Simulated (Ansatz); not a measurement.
# WSe2 (P6_3/mmc): one cell, many starting occupations (series 2), part 3 of 3

Aim: start the open shells of WSe2 (P6_3/mmc) from different occupation matrices at one fixed cell, and see in which states the SCF ends. Cell and atoms stay fixed.

Ansatz 0.2.0; DFT PBEsol+U (U = 4 eV, J = 0.5 eV on W d), plane waves, PAW, no spin–orbit coupling unless a run says so.

## Step 4: Random orbitals: single harmonics, first filling

The input, input.yaml:

```yaml
crystal:
  lattice:
    - [3.28999882, 0.0, 0.0]
    - [-1.64499941, 2.84922255, 0.0]
    - [0.0, 0.0, 12.97000144]
  atoms:
    - { symbol: W, position: [0.3333333333, 0.6666666667, 0.25], spin: 2.0 }
    - { symbol: W, position: [0.6666666667, 0.3333333333, 0.75], spin: -2.0 }
    - { symbol: Se, position: [0.3333333333, 0.6666666667, 0.621] }
    - { symbol: Se, position: [0.6666666667, 0.3333333333, 0.121] }
    - { symbol: Se, position: [0.3333333333, 0.6666666667, 0.879] }
    - { symbol: Se, position: [0.6666666667, 0.3333333333, 0.379] }
basis:
  ecutwfc: 420
  ecutrho_ratio: 4
kpoints:
  mp_grid: { grid: [7, 7, 2] }
hamiltonian:
  xc: pbesol
  hubbard:
    sites:
      - { site: 0, l: d, u: 4.0, j: 0.5, starting_ns: [{ spin: up, occupation_matrix: s0up }, { spin: down, occupation_matrix: s0down }] }
      - { site: 1, l: d, u: 4.0, j: 0.5, starting_ns: [{ spin: up, occupation_matrix: s1up }, { spin: down, occupation_matrix: s1down }] }
    occupation_matrices:
      s0up:
        matrix:
          - [0.97, 0.0, 0.0, 0.0, 0.0]
          - [0.0, 0.97, 0.0, 0.0, 0.0]
          - [0.0, 0.0, 0.02, 0.0, 0.0]
          - [0.0, 0.0, 0.0, 0.02, 0.0]
          - [0.0, 0.0, 0.0, 0.0, 0.02]
      s0down:
        matrix:
          - [0.02, 0.0, 0.0, 0.0, 0.0]
          - [0.0, 0.02, 0.0, 0.0, 0.0]
          - [0.0, 0.0, 0.02, 0.0, 0.0]
          - [0.0, 0.0, 0.0, 0.02, 0.0]
          - [0.0, 0.0, 0.0, 0.0, 0.02]
      s1up:
        matrix:
          - [0.02, 0.0, 0.0, 0.0, 0.0]
          - [0.0, 0.02, 0.0, 0.0, 0.0]
          - [0.0, 0.0, 0.02, 0.0, 0.0]
          - [0.0, 0.0, 0.0, 0.02, 0.0]
          - [0.0, 0.0, 0.0, 0.0, 0.02]
      s1down:
        matrix:
          - [0.97, 0.0, 0.0, 0.0, 0.0]
          - [0.0, 0.97, 0.0, 0.0, 0.0]
          - [0.0, 0.0, 0.02, 0.0, 0.0]
          - [0.0, 0.0, 0.0, 0.02, 0.0]
          - [0.0, 0.0, 0.0, 0.0, 0.02]
    ns_hold: until_converged
scf:
  occupations: { method: gaussian, width: 0.05 }
  lower_state_search: "off"
  max_iter: 150
output:
  forces: true
  stress: true
  eigenvalues: true
  populations: true
  hubbard: { sites: [{ site: 0, l: d }, { site: 1, l: d }] }
magnetization:
  spin_polarized: true
```

The typed matrices put 0.97 on the chosen orbitals and 0.02 on the others, and are held until the SCF converges, then released.

Run with:

```bash
$ ansatz run input.yaml --threads 4 --pin off --max-ram 6144MiB --backend cpu --events-out ev --progress --plain --runs-dir out
```

Standard output (excerpt; [...] marks lines left out):

```text
Warning: crystal.symmetry: narrowed to the stabiliser of the occupation matrices — unitary ops 12 → 4, anti-unitary 12 → 4; lowered by the specified shells (site 0, l: d), (site 1, l: d); largest admitted image defect 4.4e-16, smallest excluded 7.1e-1 — at a splitting's scale: the group [...]
Warning: RAYON_NUM_THREADS=4 ignored (pool sized by the plan → 4); use --threads N
W: projections on atomic orbitals take those of the free atom [Kr 4d10 4f14] 5s2 5p6 5d4 6s2, of charge +0.00 (hamiltonian.pseudopotentials.projection_atoms); the dataset's partial waves leave at most 6.5e-5 of an orbital's norm unspanned inside its sphere
Se: projections on atomic orbitals take those of the free atom [Ar] 3d10 4s2 4p4, of charge +0.00 (hamiltonian.pseudopotentials.projection_atoms); the dataset's partial waves leave at most 2.3e-6 of an orbital's norm unspanned inside its sphere
[...]
WARN: the starting moments were not kept: the SCF closed with an absolute magnetisation of 5.8e-5 μB, where they sum to 4 μB in size (2 sites). That is at most 0.1 of that sum. Measured as dr2_m measures the in/out step, that magnetisation stands 3.7e-10 eV from none, at or under the [...]
WARN: hamiltonian.hubbard: on 4 of 4 specified blocks the occupation matrix of this SCF's result fails the test of the specified filling. At site 0 ↑ (sites count from 0 in the list of atoms of the cell that this SCF solves) the least filled combination of the orbitals specified full has [...]
  specified occupation → W0 d_5D up: matrix, ‖Δ‖_F = 1.0480, Tr Δ = -0.5221, displaced = 1.1668, d_λ = 0.9981; orbital distance = 1.2247
  specified occupation → W0 d_5D dn: matrix, ‖Δ‖_F = 1.0873, Tr Δ = -2.4221, displaced = 1.2110, d_λ = 1.0873; orbital distance = 0.0000
  W1 d_5D: site group D3h (-6m2)
  W1 d_5D up     Tr n = 2.5221  λ = 0.460 0.460 0.514 0.514 0.574  [2× xz 0.50 E''(1.00) | 2× x2-y2 0.50 E'(1.00) | z2 1.00 A1'(1.00)]
  W1 d_5D dn     Tr n = 2.5221  λ = 0.460 0.460 0.514 0.514 0.574  [2× xz 0.50 E''(1.00) | 2× x2-y2 0.50 E'(1.00) | z2 1.00 A1'(1.00)]
  specified occupation → W1 d_5D up: matrix, ‖Δ‖_F = 1.0873, Tr Δ = -2.4221, displaced = 1.2110, d_λ = 1.0873; orbital distance = 0.0000
  specified occupation → W1 d_5D dn: matrix, ‖Δ‖_F = 1.0480, Tr Δ = -0.5221, displaced = 1.1668, d_λ = 0.9981; orbital distance = 1.2247
  Tr n, λ and their labels are of the run-group-symmetrised matrices; stabiliser: 48 of 48 elements of G0×{1,Θ} (closed), max defect 3.4e-5 at τ = 3.3e-4
```

Run time: 50 s. Hardware: 4 threads of Arm Neoverse V1, shared host; peak memory 0.74 GiB.

Result: a gap on the mesh of 1.18 eV, pressure -1.2 GPa, no moment over 0.05 μB in any sphere, largest force component 0.13 eV/Å, 4 symmetry operations imposed. The program reports that the typed filling wasn't kept.

The shells' filling, with natural orbitals sorted by occupation:

```
        shell  channel  electrons  over 0.8  0.2 to 0.8  under 0.2
W 5d (atom 1)       up       2.52         0           5          0
W 5d (atom 1)     down       2.52         0           5          0
```

## Step 5: Random orbitals: fully mixed, one electron more

input.yaml, as its differences from that of step 4:

```diff
@@ -6,4 +6,4 @@
   atoms:
-    - { symbol: W, position: [0.3333333333, 0.6666666667, 0.25], spin: 2.0 }
-    - { symbol: W, position: [0.6666666667, 0.3333333333, 0.75], spin: -2.0 }
+    - { symbol: W, position: [0.3333333333, 0.6666666667, 0.25], spin: 3.0 }
+    - { symbol: W, position: [0.6666666667, 0.3333333333, 0.75], spin: -3.0 }
     - { symbol: Se, position: [0.3333333333, 0.6666666667, 0.621] }
@@ -26,7 +26,7 @@
         matrix:
-          - [0.97, 0.0, 0.0, 0.0, 0.0]
-          - [0.0, 0.97, 0.0, 0.0, 0.0]
-          - [0.0, 0.0, 0.02, 0.0, 0.0]
-          - [0.0, 0.0, 0.0, 0.02, 0.0]
-          - [0.0, 0.0, 0.0, 0.0, 0.02]
+          - [0.81917, -0.11969, 0.20515, -0.19727, -0.15879]
+          - [-0.11969, 0.87286, 0.14245, -0.1452, -0.16476]
+          - [0.20515, 0.14245, 0.49905, 0.3753, -0.14959]
+          - [-0.19727, -0.1452, 0.3753, 0.65235, -0.00388]
+          - [-0.15879, -0.16476, -0.14959, -0.00388, 0.10657]
       s0down:
@@ -47,8 +47,8 @@
         matrix:
-          - [0.97, 0.0, 0.0, 0.0, 0.0]
-          - [0.0, 0.97, 0.0, 0.0, 0.0]
-          - [0.0, 0.0, 0.02, 0.0, 0.0]
-          - [0.0, 0.0, 0.0, 0.02, 0.0]
-          - [0.0, 0.0, 0.0, 0.0, 0.02]
-    ns_hold: until_converged
+          - [0.62675, -0.33893, -0.12554, -0.15416, 0.2321]
+          - [-0.33893, 0.63492, -0.10837, -0.14697, 0.24048]
+          - [-0.12554, -0.10837, 0.34505, -0.25156, -0.33519]
+          - [-0.15416, -0.14697, -0.25156, 0.83497, -0.03736]
+          - [0.2321, 0.24048, -0.33519, -0.03736, 0.50832]
+    ns_hold: { iters: 5 }
 scf:
```

The typed matrices are held for 5 cycles.

Run with:

```bash
$ ansatz run input.yaml --threads 4 --pin off --max-ram 6144MiB --backend cpu --events-out ev --progress --plain --runs-dir out
```

Standard output (excerpt; [...] marks lines left out):

```text
Warning: crystal.symmetry: narrowed to the stabiliser of the occupation matrices — unitary ops 12 → 1, anti-unitary 12 → 0; lowered by the specified shells (site 0, l: d), (site 1, l: d); largest admitted image defect 4.4e-16, smallest excluded 4.0e-1 — at a splitting's scale: the group [...]
Warning: RAYON_NUM_THREADS=4 ignored (pool sized by the plan → 4); use --threads N
W: projections on atomic orbitals take those of the free atom [Kr 4d10 4f14] 5s2 5p6 5d4 6s2, of charge +0.00 (hamiltonian.pseudopotentials.projection_atoms); the dataset's partial waves leave at most 6.5e-5 of an orbital's norm unspanned inside its sphere
Se: projections on atomic orbitals take those of the free atom [Ar] 3d10 4s2 4p4, of charge +0.00 (hamiltonian.pseudopotentials.projection_atoms); the dataset's partial waves leave at most 2.3e-6 of an orbital's norm unspanned inside its sphere
[...]
WARN: the starting moments were not kept: the SCF closed with an absolute magnetisation of 2.1e-5 μB, where they sum to 6 μB in size (2 sites). That is at most 0.1 of that sum. Measured as dr2_m measures the in/out step, that magnetisation stands 4.1e-11 eV from none, at or under the [...]
WARN: hamiltonian.hubbard: on 4 of 4 specified blocks the occupation matrix of this SCF's result fails the test of the specified filling. At site 0 ↑ (sites count from 0 in the list of atoms of the cell that this SCF solves) the least filled combination of the orbitals specified full has [...]
  specified occupation → W0 d_5D up: matrix, ‖Δ‖_F = 1.0591, Tr Δ = +0.4279, displaced = 1.1810, d_λ = 0.9800; orbital distance = 1.6745
  specified occupation → W0 d_5D dn: matrix, ‖Δ‖_F = 1.0873, Tr Δ = -2.4221, displaced = 1.2110, d_λ = 1.0873; orbital distance = 0.0000
  W1 d_5D: site group D3h (-6m2)
  W1 d_5D up     Tr n = 2.5221  λ = 0.460 0.460 0.514 0.514 0.574  [2× xz 0.50 E''(1.00) | 2× x2-y2 0.50 E'(1.00) | z2 1.00 A1'(1.00)]
  W1 d_5D dn     Tr n = 2.5221  λ = 0.460 0.460 0.514 0.514 0.574  [2× xz 0.50 E''(1.00) | 2× x2-y2 0.50 E'(1.00) | z2 1.00 A1'(1.00)]
  specified occupation → W1 d_5D up: matrix, ‖Δ‖_F = 1.0873, Tr Δ = -2.4221, displaced = 1.2110, d_λ = 1.0873; orbital distance = 0.0000
  specified occupation → W1 d_5D dn: matrix, ‖Δ‖_F = 1.0501, Tr Δ = +0.4279, displaced = 1.1723, d_λ = 0.9800; orbital distance = 1.4067
  Tr n, λ and their labels are of the run-group-symmetrised matrices; stabiliser: 48 of 48 elements of G0×{1,Θ} (closed), max defect 1.0e-5 at τ = 2.0e-4
```

It took 54 s on 4 threads of Arm Neoverse V1, shared host; peak memory 0.9 GiB.

End state: a gap on the mesh of 1.18 eV, pressure -1.2 GPa, no moment over 0.05 μB in any sphere, largest force component 0.13 eV/Å, 1 symmetry operation imposed. The program reports that the typed filling wasn't kept.

How the shells are filled (orbitals counted by the eigenvalues of the occupation matrices):

```
        shell  channel  electrons  over 0.8  0.2 to 0.8  under 0.2
W 5d (atom 1)       up       2.52         0           5          0
W 5d (atom 1)     down       2.52         0           5          0
```

## Step 6: Random orbitals: drawn by pairs, second filling

The input, input.yaml:

```yaml
crystal:
  lattice:
    - [3.28999882, 0.0, 0.0]
    - [-1.64499941, 2.84922255, 0.0]
    - [0.0, 0.0, 12.97000144]
  atoms:
    - { symbol: W, position: [0.3333333333, 0.6666666667, 0.25], spin: 0.3 }
    - { symbol: W, position: [0.6666666667, 0.3333333333, 0.75], spin: -0.3 }
    - { symbol: Se, position: [0.3333333333, 0.6666666667, 0.621] }
    - { symbol: Se, position: [0.6666666667, 0.3333333333, 0.121] }
    - { symbol: Se, position: [0.3333333333, 0.6666666667, 0.879] }
    - { symbol: Se, position: [0.6666666667, 0.3333333333, 0.379] }
basis:
  ecutwfc: 420
  ecutrho_ratio: 4
kpoints:
  mp_grid: { grid: [7, 7, 2] }
hamiltonian:
  xc: pbesol
  hubbard:
    sites:
      - { site: 0, l: d, u: 4.0, j: 0.5, starting_ns: [{ spin: up, occupation_matrix: s0up }, { spin: down, occupation_matrix: s0down }] }
      - { site: 1, l: d, u: 4.0, j: 0.5, starting_ns: [{ spin: up, occupation_matrix: s1up }, { spin: down, occupation_matrix: s1down }] }
    occupation_matrices:
      s0up:
        matrix:
          - [0.02, 0.0, 0.0, 0.0, 0.0]
          - [0.0, 0.73413, 0.0, -0.41042, 0.0]
          - [0.0, 0.0, 0.02, 0.0, 0.0]
          - [0.0, -0.41042, 0.0, 0.25587, 0.0]
          - [0.0, 0.0, 0.0, 0.0, 0.02]
      s0down:
        matrix:
          - [0.02, 0.0, 0.0, 0.0, 0.0]
          - [0.0, 0.02, 0.0, 0.0, 0.0]
          - [0.0, 0.0, 0.02, 0.0, 0.0]
          - [0.0, 0.0, 0.0, 0.495, 0.475]
          - [0.0, 0.0, 0.0, 0.475, 0.495]
      s1up:
        matrix:
          - [0.02, 0.0, 0.0, 0.0, 0.0]
          - [0.0, 0.02, 0.0, 0.0, 0.0]
          - [0.0, 0.0, 0.02, 0.0, 0.0]
          - [0.0, 0.0, 0.0, 0.02, 0.0]
          - [0.0, 0.0, 0.0, 0.0, 0.97]
      s1down:
        matrix:
          - [0.495, 0.0, 0.0, 0.0, 0.475]
          - [0.0, 0.02, 0.0, 0.0, 0.0]
          - [0.0, 0.0, 0.02, 0.0, 0.0]
          - [0.0, 0.0, 0.0, 0.02, 0.0]
          - [0.475, 0.0, 0.0, 0.0, 0.495]
    ns_hold: { iters: 12 }
scf:
  occupations: { method: gaussian, width: 0.05 }
  lower_state_search: "off"
  max_iter: 150
output:
  forces: true
  stress: true
  eigenvalues: true
  populations: true
  hubbard: { sites: [{ site: 0, l: d }, { site: 1, l: d }] }
magnetization:
  spin_polarized: true
```

The typed matrices put 0.97 on the chosen orbitals and 0.02 on the others, and are held for 12 cycles.

Run with:

```bash
$ ansatz run input.yaml --threads 4 --pin off --max-ram 6144MiB --backend cpu --events-out ev --progress --plain --runs-dir out
```

Standard output (excerpt; [...] marks lines left out):

```text
Warning: crystal.symmetry: narrowed to the stabiliser of the occupation matrices — unitary ops 12 → 1, anti-unitary 12 → 0; lowered by the specified shells (site 0, l: d), (site 1, l: d); largest admitted image defect 4.4e-16, smallest excluded 7.1e-1 — at a splitting's scale: the group [...]
Warning: RAYON_NUM_THREADS=4 ignored (pool sized by the plan → 4); use --threads N
W: projections on atomic orbitals take those of the free atom [Kr 4d10 4f14] 5s2 5p6 5d4 6s2, of charge +0.00 (hamiltonian.pseudopotentials.projection_atoms); the dataset's partial waves leave at most 6.5e-5 of an orbital's norm unspanned inside its sphere
Se: projections on atomic orbitals take those of the free atom [Ar] 3d10 4s2 4p4, of charge +0.00 (hamiltonian.pseudopotentials.projection_atoms); the dataset's partial waves leave at most 2.3e-6 of an orbital's norm unspanned inside its sphere
[...]
WARN: the starting moments were not kept: the SCF closed with an absolute magnetisation of 3.2e-5 μB, where they sum to 0.6 μB in size (2 sites). That is at most 0.1 of that sum. Measured as dr2_m measures the in/out step, that magnetisation stands 1.1e-10 eV from none, at or under the [...]
WARN: hamiltonian.hubbard: on 4 of 4 specified blocks the occupation matrix of this SCF's result fails the test of the specified filling. At site 0 ↑ (sites count from 0 in the list of atoms of the cell that this SCF solves) the least filled combination of the orbitals specified full has [...]
  specified occupation → W0 d_5D up: matrix, ‖Δ‖_F = 1.1060, Tr Δ = -1.4721, displaced = 1.2331, d_λ = 1.0159; orbital distance = 1.4142
  specified occupation → W0 d_5D dn: matrix, ‖Δ‖_F = 1.0707, Tr Δ = -1.4721, displaced = 1.1922, d_λ = 1.0159; orbital distance = 1.4142
  W1 d_5D: site group D3h (-6m2)
  W1 d_5D up     Tr n = 2.5221  λ = 0.460 0.460 0.514 0.514 0.574  [2× xz 0.50 E''(1.00) | 2× x2-y2 0.50 E'(1.00) | z2 1.00 A1'(1.00)]
  W1 d_5D dn     Tr n = 2.5221  λ = 0.460 0.460 0.514 0.514 0.574  [2× xz 0.50 E''(1.00) | 2× x2-y2 0.50 E'(1.00) | z2 1.00 A1'(1.00)]
  specified occupation → W1 d_5D up: matrix, ‖Δ‖_F = 1.0707, Tr Δ = -1.4721, displaced = 1.1922, d_λ = 1.0159; orbital distance = 1.4142
  specified occupation → W1 d_5D dn: matrix, ‖Δ‖_F = 1.0437, Tr Δ = -1.4721, displaced = 1.1630, d_λ = 1.0159; orbital distance = 1.0000
  Tr n, λ and their labels are of the run-group-symmetrised matrices; stabiliser: 48 of 48 elements of G0×{1,Θ} (closed), max defect 2.3e-5 at τ = 2.8e-4
```

Wall time 71 s (4 threads of Arm Neoverse V1, shared host); peak memory 0.88 GiB.

It ends with a gap on the mesh of 1.18 eV, pressure -1.2 GPa, no moment over 0.05 μB in any sphere, largest force component 0.13 eV/Å, 1 symmetry operation imposed. The program reports that the typed filling wasn't kept.

How the shells are filled (orbitals counted by the eigenvalues of the occupation matrices):

| shell | channel | electrons | over 0.8 | 0.2 to 0.8 | under 0.2 |
| --- | --- | --- | --- | --- | --- |
| W 5d (atom 1) | up | 2.52 | 0 | 5 | 0 |
| W 5d (atom 1) | down | 2.52 | 0 | 5 | 0 |

## Step 7: All runs side by side

The summary covers parts 1 to 3.

Energies count from the lowest free state and have the smearing extrapolated to zero.

| start | energy (meV/atom) | gap (eV) | pressure (GPa) | largest moment (μB) | SCF cycles | time |
| --- | --- | --- | --- | --- | --- | --- |
| random orbitals: single harmonics, first filling (earlier series) | 0.0 | 1.18 | -1.2 | 0.00 | 20 | 34 s |
| random orbitals: fully mixed, first filling | 0.0 | 1.18 | -1.2 | 0.00 | 32 | 92 s |
| random orbitals: fully mixed, one electron more | 0.0 | 1.18 | -1.2 | 0.00 | 28 | 54 s |
| random orbitals: single harmonics, first filling | 0.0 | 1.18 | -1.2 | 0.00 | 29 | 50 s |
| random orbitals: drawn by pairs, second filling | 0.0 | 1.18 | -1.2 | 0.00 | 34 | 71 s |
| random orbitals: single harmonics, second filling | 0.0 | 1.18 | -1.2 | 0.00 | 29 | 53 s |

The 6 free runs end within about 1 meV/atom of each other. The lowest state found need not be the ground state, and the geometry wasn't relaxed for any of them. Spin–orbit coupling is left out.
